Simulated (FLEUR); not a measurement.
MnO2 under changes of volume

One of the cells (10.839 Å³/atom); the others are scaled copies at fixed shape and fractional positions:

```
Mn O
1.0
     2.85658    0.00000    0.00000
    -1.42829    2.47387    0.00000
     0.00000    0.00000    4.60137
Mn O
1 2
Direct
  0.00000 0.00000 0.50000
  0.33333 0.66667 0.70629
  0.66667 0.33333 0.29371
```

Measurements of this composition are mostly on another form, of space group No. 136.

| Property | Result |
| --- | --- |
| Program | FLEUR MaX-R8.1 (later development tree) |
| Functional | PBE |
| Potentials or basis | all-electron |
| Basis | FLAPW |
| Kmax | 5.36 1/bohr |
| k mesh | 11 × 11 × 6 |
| Occupations | fermi-dirac, width 0.05 eV |
| Spin | collinear spin, ferromagnetic start |
| Starting moments | [4.0, 0.0, 0.0] μB |

```tsv
volume (Å³/atom)	energy over the lowest point (meV/atom)	gap on the mesh (eV)
10.189	?	?
10.405	29.12	0.70
10.622	13.37	0.78
10.839	3.83	0.85
11.056	0.00	0.92
11.273	1.25	0.99
11.489	6.99	1.05
```

Question: What does the run at 10.189 Å³/atom give?

Answer: Energy over the lowest point 51.93 meV/atom; gap on the mesh 0.62 eV.

Worked out: A Birch-Murnaghan fit of order 3 (a polynomial in V^(-2/3)) to the other rows has its minimum at 11.11 Å³/atom with B0 = V·E''(V) = 187 GPa and B' = 4.4 at fixed shape and positions, which overstates the stiffness. It gives 51.78 meV/atom at 10.189 Å³/atom, against the run's 51.93. A straight line through the other rows of the gap, of slope 3.53 eV per unit of ln V, extrapolates to 0.63 eV, against the run's 0.62.

Energies are extrapolated to zero smearing.

Caveats: an odd mesh through Γ misses points on the zone boundary, where band edges often lie; a cell with one magnetic atom can't hold antiferromagnetic order, which such compounds often take.
